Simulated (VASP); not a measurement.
A run of VASP 6.6.1 is set up as follows.

File INCAR:

```
SYSTEM = PbS
  PREC = Accurate
  ENCUT = 520
  EDIFF = 1E-7
  ISMEAR = 0
  SIGMA = 0.15
  LREAL = .False.
  LASPH = .True.
  NELM = 100
  ALGO = Fast
  ISIF = 2
  LWAVE = .False.
  LCHARG = .False.
  GGA = PS
  NBANDS = 17
```

File KPOINTS:

```
Automatic mesh
0
Gamma
  15 15 14
  0 0 0
```

File POSCAR:

```
PbS
1.0
    4.0896976867      0.0000000000      0.0000000000
   -2.0448488433      3.5417820905      0.0000000000
    0.0000000000      0.0000000000      3.7881670000
Pb S
1 1
Direct
    0.0000000000      0.0000000000      0.0000000000
    0.6666666667      0.3333333333      0.5000000000
```

Potentials or basis: VASP PAW PBE potentials, release 64 (Pb_d, S).

Run with:

```console
$ cat potpaw_PBE.64/Pb_d/POTCAR potpaw_PBE.64/S/POTCAR > POTCAR
$ mpirun -np 1 vasp_std > vasp.out
```

(1) Predict the band gap on the k mesh.

(2) Estimate the pressure.

Answers

(1) none (metal or under the smearing width).

(2) -2.9 GPa.

Caveat: the PAW data sets were made with another functional, which shifts forces and pressure a little.
